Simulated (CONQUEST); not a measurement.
The system is ZnS (Wurtzite-4H).

```xyz
16
Lattice="3.8227 0.0000 0.0000 0.0000 6.6211 0.0000 0.0000 0.0000 12.5200" Properties=species:S:1:pos:R:3 pbc="T T T"
Zn    0.0000    2.2070    3.1300
Zn    1.9114    5.5176    3.1300
Zn    0.0000    4.4141    9.3900
Zn    1.9114    1.1035    9.3900
Zn    0.0000    0.0000    6.2600
Zn    1.9114    3.3106    6.2600
Zn    0.0000    0.0000    0.0000
Zn    1.9114    3.3106    0.0000
S     0.0000    2.2070    0.7825
S     1.9114    5.5176    0.7825
S     0.0000    4.4141    7.0425
S     1.9114    1.1035    7.0425
S     0.0000    0.0000    3.9125
S     1.9114    3.3106    3.9125
S     0.0000    0.0000   10.1725
S     1.9114    3.3106   10.1725
```

Base run:

| Property | Result |
| --- | --- |
| Program | CONQUEST 1.3 |
| Functional | PBE |
| Potentials or basis | PseudoDojo NC PBE, DZ, grid cutoff 120 Ha |
| k mesh | 5 × 3 × 2 |
| Occupations | fermi-dirac, width 0.05 eV |
| Spin | no spin polarisation |

Its results: band gap on the k mesh 2.12 eV; pressure 6.2 GPa; largest force 0.115 eV/Å.

Problem. After a change of settings the same cell gave: band gap on the k mesh 1.58 eV; pressure 13.2 GPa; largest force 0.119 eV/Å. Which change was it?
A. potentials or basis from PseudoDojo NC PBE, DZ, grid cutoff 120 Ha to PseudoDojo NC PBE, SZ, grid cutoff 120 Ha
B. potentials or basis from PseudoDojo NC PBE, DZ, grid cutoff 120 Ha to PseudoDojo NC PBE, DZP, grid cutoff 120 Ha
C. potentials or basis from PseudoDojo NC PBE, DZ, grid cutoff 120 Ha to PseudoDojo NC PBE, SZP, grid cutoff 120 Ha
D. potentials or basis from PseudoDojo NC PBE, DZ, grid cutoff 120 Ha to PseudoDojo NC PBE, SZP, grid cutoff 120 Ha; k mesh from 5 × 3 × 2 to 9 × 5 × 3

Solution. A.

Caveats: the atomic basis is small; the box holds several primitive cells, so bands are folded and the points are those of the box's own zone; the basis of atomic orbitals isn't converged, which shifts pressures, moduli and gaps.
